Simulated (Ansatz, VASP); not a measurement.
# One calculation of AlN, two programs

```
CELL_PARAMETERS angstrom
3.11000 0.00000 0.00000
-1.55500 2.69334 0.00000
0.00000 0.00000 4.98000
ATOMIC_POSITIONS crystal
Al 0.33333 0.66667 0.00000
Al 0.66667 0.33333 0.50000
N 0.33333 0.66667 0.38200
N 0.66667 0.33333 0.88200
```

Alike in both runs: task relaxation of cell and atoms; functional LDA; k mesh 8 × 8 × 4; no spin polarisation.

|  | VASP | Ansatz |
| --- | --- | --- |
| version | VASP 6.6.1 | Ansatz 0.2.0 |
| potentials or method | VASP PAW LDA potentials, release 64 (Al, N) | scalar-relativistic, plane waves, PAW |
| plane-wave cutoff (eV) | 600 | 420 |
| occupations | gaussian, width 0.01 eV | fixed |
| valence electrons in the cell | 16 | 16 |

```tsv
	VASP	Ansatz	Ansatz less VASP
gap on the k mesh at the Fermi level, each at its own relaxed structure (eV)	4.40	4.42	+0.014
relaxed volume (Å³/atom)	10.24	10.21	-0.026
relaxed cell length with the largest relative difference (Å)	4.948	4.943	-0.0050
energy change over the relaxation (meV/atom)	-2	-3	-0.6
```
